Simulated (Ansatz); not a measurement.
# Ba on Mg(0001): change of the work function, part 2 of 2

Wanted: Δφ(θ) for Ba/Mg(0001), starting from the fcc site.

Ansatz 0.2.0; plane-wave DFT, PBE, Ansatz PAW.

So far, work function, upper face (eV): step 2 (the clean slab) 3.79; step 3 (37 atoms, coverage 0.111 ML, cell 3x3) 2.03.

### Step 4. The covered slab, k-mesh 6×6×1, coverage 0.25 ML

System of this step: Ba/Mg(0001). The cell holds 17 atoms: 16 Mg and 1 Ba. Its edges and angles: a = 6.420 Å, b = 6.420 Å, c = 29.012 Å, α = 90.0°, β = 90.0°, γ = 60.0°. Vacuum lies along c.

Another coverage, to see how the dipoles act on each other as their distance changes.

Contents of input.yaml:

```yaml
crystal:
  lattice:
    - [6.4199999999, 0.0, 0.0]
    - [3.21, 5.5598830922, 0.0]
    - [0.0, 0.0, 29.0122193269]
  atoms:
    - { symbol: Mg, position: [0.3333333333, 0.3333333333, 0.310214117] }
    - { symbol: Mg, position: [0.0, 0.0, 0.4000562614] }
    - { symbol: Mg, position: [0.3333333333, 0.3333333333, 0.4900741069] }
    - { symbol: Mg, position: [0.0, 0.0, 0.5807293333] }
    - { symbol: Mg, position: [0.3333333333, 0.8333333333, 0.310214117] }
    - { symbol: Mg, position: [0.0, 0.5, 0.4000562614] }
    - { symbol: Mg, position: [0.3333333333, 0.8333333333, 0.4900741069] }
    - { symbol: Mg, position: [0.0, 0.5, 0.5807293333] }
    - { symbol: Mg, position: [0.8333333333, 0.3333333333, 0.310214117] }
    - { symbol: Mg, position: [0.5, 0.0, 0.4000562614] }
    - { symbol: Mg, position: [0.8333333333, 0.3333333333, 0.4900741069] }
    - { symbol: Mg, position: [0.5, 0.0, 0.5807293333] }
    - { symbol: Mg, position: [0.8333333333, 0.8333333333, 0.310214117] }
    - { symbol: Mg, position: [0.5, 0.5, 0.4000562614] }
    - { symbol: Mg, position: [0.8333333333, 0.8333333333, 0.4900741069] }
    - { symbol: Mg, position: [0.5, 0.5, 0.5807293333] }
    - { symbol: Ba, position: [0.1666666667, 0.1666666667, 0.689785883] }
kpoints:
  mp_grid: { grid: [6, 6, 1] }
hamiltonian:
  xc: pbe
scf:
  occupations: { method: fermi_dirac, width: 0.1 }
  convergence: { dr2_threshold: 1.0e-08 }
efield:
  axis: 3
  dipole_correction: true
  ramp_position: 0.97
  ramp_width: 0.06
relax:
  f_tol: 0.02
  max_steps: 60
  constraints: [{ sites: [0, 1, 4, 5, 8, 9, 12, 13] }]
output:
  dos: { projected: true, e_range: [-8, 4] }
  write_potential: true
  write_density: true
  volumetric_format: npy
  elf: true
```

The run is started by

```sh
$ ansatz run input.yaml --threads 4 --pin off --max-ram 16384MiB --backend cpu --events-out ev --progress --plain --runs-dir out
```

Elapsed: 79 s, on 4 threads of Arm Neoverse V1, shared host; peak memory 2.6 GiB.

The steps of the relaxation:

```
step  energy less that of the first step (eV)  largest force component (eV/Å)
   1                                   0.0000                          0.2447
   2                                  -0.0436                          0.1627
   3                                  -0.0738                          0.0413
   4                                  -0.0751                          0.0229
   5                                  -0.0755                          0.0121
```

The run keeps the 6 symmetry operations that it works with, so distortions that break them were not tested.

The atoms that moved most (Å):

```
atom      dx      dy      dz  length
Mg16   0.000   0.000   0.352   0.352
Ba17   0.000   0.000  -0.250   0.250
Mg12   0.016  -0.009  -0.118   0.120
 Mg8   0.000   0.018  -0.118   0.120
 Mg4  -0.016  -0.009  -0.118   0.120
Mg15   0.000   0.000  -0.056   0.056
 Mg7   0.000  -0.022  -0.015   0.027
Mg11  -0.019   0.011  -0.015   0.027
```

Final coordinates:

```xyz
17
Lattice="6.4200 0.0000 0.0000 3.2100 5.5599 0.0000 0.0000 0.0000 29.0122" Properties=species:S:1:pos:R:3
Mg    3.2100    1.8533    9.0000
Mg    0.0000    0.0000   11.6065
Mg    3.2291    1.8643   14.2030
Mg   -0.0159   -0.0092   16.7300
Mg    4.8150    4.6332    9.0000
Mg    1.6050    2.7799   11.6065
Mg    4.8150    4.6111   14.2030
Mg    1.6050    2.7983   16.7300
Mg    6.4200    1.8533    9.0000
Mg    3.2100    0.0000   11.6065
Mg    6.4009    1.8643   14.2030
Mg    3.2259   -0.0092   16.7300
Mg    8.0250    4.6332    9.0000
Mg    4.8150    2.7799   11.6065
Mg    8.0250    4.6332   14.1617
Mg    4.8150    2.7799   17.1998
Ba    1.6050    0.9266   19.7626
```

This step gave:

```
energy at zero smearing        : -36727.8293 eV
work function, upper face      : 2.294 eV
work function, lower face      : 3.724 eV
dipole along the normal        : 0.2821 e·Å
step between the vacuum levels : -1.430 eV
```

Running mean over 2.60652 Å of the planar mean; the ramp of the sawtooth is left out. Table of electron's electrostatic potential energy less the Fermi level by z:

```
z (Å)  electron's electrostatic potential energy less the Fermi level (eV)
    4                                                                 3.72
    5                                                                 3.71
    6                                                                 3.58
    7                                                                 2.54
    8                                                                -2.13
    9                                                                -4.04
   10                                                                -4.04
   11                                                                -4.02
   12                                                                -4.03
   13                                                                -4.12
   14                                                                -4.03
   15                                                                -4.00
   16                                                                -3.76
   17                                                                -3.92
   18                                                                -2.32
   19                                                               -0.823
   20                                                                -1.26
   21                                                               -0.104
   22                                                                 1.60
   23                                                                 2.12
   24                                                                 2.25
   25                                                                 2.28
```

The density of states has structure finer than the step of the table below, so its rows give means over 0.25 eV, whole bins alone (the curve runs from -8 to 1.8 eV). Peaks (eV: height): -1.740: 18.9, -0.990: 36.3, -0.720: 27.1, -0.330: 19.2, 0.210: 19.1, 1.380: 18.1, 1.710: 30.5.

The density of states by energy, zero at the Fermi level; means over each step:

```
energy (eV)  density of states (states/eV a cell)
      -6.75                                     0
      -6.50                                  1.00
      -6.25                                  1.50
      -6.00                                  1.46
      -5.75                                  2.41
      -5.50                                  3.48
      -5.25                                  2.82
      -5.00                                  3.17
      -4.75                                  3.30
      -4.50                                  3.44
      -4.25                                  3.67
      -4.00                                  5.94
      -3.75                                  4.55
      -3.50                                  3.61
      -3.25                                  5.22
      -3.00                                  6.71
      -2.75                                  5.98
      -2.50                                  5.16
      -2.25                                  5.05
      -2.00                                  8.17
      -1.75                                  8.59
      -1.50                                  4.03
      -1.25                                  6.67
      -1.00                                  11.2
      -0.75                                  10.0
      -0.50                                  7.03
      -0.25                                  9.31
       0.00                                  9.75
       0.25                                  9.08
       0.50                                  11.5
       0.75                                  11.5
       1.00                                  12.7
       1.25                                  14.6
       1.50                                  12.7
```

Projected DOS per atom over height of the atomic layer and energy from the Fermi level. Layers: Mg4 Mg4 Mg4 Mg3 Mg Ba from below.

Ten even steps from '_' (0.00 states/eV) to '@' (0.77 states/eV), each cell a mean:
```
....____..::
..........++
::........==
......::::@@
..........##
::::..::::**
----------##
::----::--::
++====++**::
------::--..
========++..
--::----==__
--------==__
------==--__
::::::::..__
::::::::..__
..--::::..__
__....______
__....______
____________
____________
____________
```
Columns: height of the atomic layer (Å) from 9 to 19.8 (not evenly spaced); rows upwards: energy from the Fermi level (eV) from -7.96 to 1.75.

Electrostatic potential energy in the ca plane at fractional y = 0.000, with atoms of Mg within 0.2 Å of it. With pseudopotentials it is smooth inside the atoms' cores, unlike the true potential.

Values in eV, 9 rows by 16 columns, each cell a mean:
```
-10 -33  -3   2   2  -7 -34  -5   3   2   2   3   3   3   3   4
  0  -2   1  -2  -1   1  -3   2   4   4   3   3   3   3   4   4
  1   0   2  -3  -2   2   0   3   4   4   3   3   3   3   4   4
 -6 -25  -2   1   1  -5 -26  -3   3   3   3   3   3   3   3   4
-15 -45  -4   2   2 -10 -45  -8   1   0   1   2   3   3   3   4
 -3 -14   0   0   0  -2 -13  -1  -2  -9  -3   2   3   3   3   4
  2   1   2  -3  -3   2   1   2  -6 -23  -6   1   3   3   3   4
 -1  -7   1  -1   0   0  -6   0  -3 -13  -4   2   3   3   3   4
-13 -42  -4   2   2  -9 -42  -7   1  -2   0   2   3   3   3   4
```
Columns run along c (16.0 Å, from fractional 0.36 to 0.91 of the cell; values clipped at the 3rd and 97th percentile), rows up along a (6.4 Å). Atoms in or near the plane, at fractional coordinates: Mg at (0.40, 0.00), Mg at (0.58, 0.00), Mg at (0.40, 0.50), Mg at (0.58, 0.50).

Valence density in the ca plane at fractional y = 0.000, with atoms of Mg within 0.2 Å of it. It is the smooth field of the valence electrons, not physical close to the nuclei.

Values in e/Å³, 9 rows by 16 columns, each cell a mean:
```
 0  6  0  0  0  0  6  0  0  0  0  0  0  0  0  0
 0  0  0  0  0  0  0  0  0  0  0  0  0  0  0  0
 0  0  0  0  0  0  0  0  0  0  0  0  0  0  0  0
 0  3  0  0  0  0  3  0  0  0  0  0  0  0  0  0
 1 13  0  0  0  1 13  0  0  0  0  0  0  0  0  0
 0  1  0  0  0  0  1  0  0  0  0  0  0  0  0  0
 0  0  0  0  0  0  0  0  0  1  0  0  0  0  0  0
 0  0  0  0  0  0  0  0  0  0  0  0  0  0  0  0
 1 11  0  0  0  1 10  0  0  0  0  0  0  0  0  0
```
Columns run along c (16.0 Å, from fractional 0.36 to 0.91 of the cell), rows up along a (6.4 Å). Atoms in or near the plane, at fractional coordinates: Mg at (0.40, 0.00), Mg at (0.58, 0.00), Mg at (0.40, 0.50), Mg at (0.58, 0.50).

ELF in the ca plane at fractional y = 0.000, with atoms of Mg within 0.2 Å of it. It is the smooth field of the valence electrons, not physical close to the nuclei.

Ten even steps from '0' (0.00) to '9' (0.88), each cell a mean:
```
31444215777777314342145310000011221100000000
41122036655566511320255321111122221100000000
54211355421145642113554321111222211100000000
55655665310024666666654221112222211000000000
55555665310025666566654321112222211000000000
54211355421245642112554321111222211100000000
41122136655566511321255321001112221100000000
31434215677777314342145210000011221100000000
21433315777777314333144100000001122110000000
31243115666777412431242113331000122110000000
52111145543456521112441257874100112111000000
55433455410125554446631389996310112211000000
56666655310014556677631489997310112211000000
55433455410125554446631389996310112211000000
52111145543456521111441257874100112111000000
30344115667777412441242113331000122110000000
21423315777777314233144100000001122110000000
```
Columns run along c (16.0 Å, from fractional 0.36 to 0.91 of the cell), rows up along a (6.4 Å). Atoms in or near the plane, at fractional coordinates: Mg at (0.40, 0.00), Mg at (0.58, 0.00), Mg at (0.40, 0.50), Mg at (0.58, 0.50).

The relaxation took 5 steps and lowered the energy by 0.076 eV; the largest force on the free atoms ends at 0.012 eV/Å.

By hand: a sheet of dipoles makes a step −p/(ε₀A) in the electron's potential. With e/ε₀ = 180.95 V·Å, p = 0.2821 e·Å and A = 35.69 Å², that is −180.95 × (0.2821) / 35.69 = -1.430 eV, and the two vacuum levels of the run differ by -1.430 eV.

The covered face has 2.29 eV, -1.49 eV against the clean one; the bare back face has moved by -0.07 eV, a measure of how thin the slab is.

### Step 5. Work function against coverage

This step: plane-wave DFT, PBE, Ansatz PAW; work function against coverage (Ansatz 0.2.0).

The runs are now put side by side.

Numbers from this step:

```yaml
work_function_of_the_clean_face: 3.787 eV
largest_change_of_the_work_function: -1.753 eV
```

The work function of the covered face by coverage:

```
coverage (adsorbates/nm²)  work function of the covered face (eV)
                     0.00                                    3.79
                     1.25                                    2.03
                     2.80                                    2.29
```

The dipole per adsorbate comes from the change of the cell's dipole. Coverage, by row:

```
coverage (1/nm²)  coverage (ML)  work function (eV)  change (eV)  dipole per adsorbate, positive end outwards (debye)  mean height of the added atoms over the highest substrate atom (Å)
           1.245         0.1111               2.035       -1.753                                                3.637                                                               2.611
           2.802           0.25               2.294       -1.494                                                1.351                                                               2.563
```

### Step 6. Outcome

- work function of the clean face: 3.79 eV
- work function at 0.11 ML: 2.03 eV
- work function at 0.25 ML: 2.29 eV
- dipole per adsorbate at 0.11 ML, positive end outwards: 3.64 D

What this shows: Ba lowers the work function of Mg(0001) at the lowest coverage, by 1.75 eV: the adsorbate layer has its positive end outwards. The slab has 4 layers, at the tabulated experimental lattice constant, one starting site was run, and quantum-size effects of a slab this thin can reach one or two tenths of an eV.

[Logs are printed without paths, hosts, clocks, repeated set-up lines and the standing remarks that a program may print on its own settings, such as how far it seeks lower states.]

[Hosts, paths, dates, database ids (printed as entryN), source tags and the programs' standing remarks are cut or masked in the printed files.]

[Maps of the electrostatic potential energy from Ansatz leave out the sawtooth potential of an applied field or a dipole correction, so their vacuum need not be flat; planar profiles and work functions include it.]

[The density of states shown here was stored with 400 of the rows of the run's finer table, so its peaks can read low, often by over a quarter, or be missed, and its means over a window can be off by a tenth or more.]
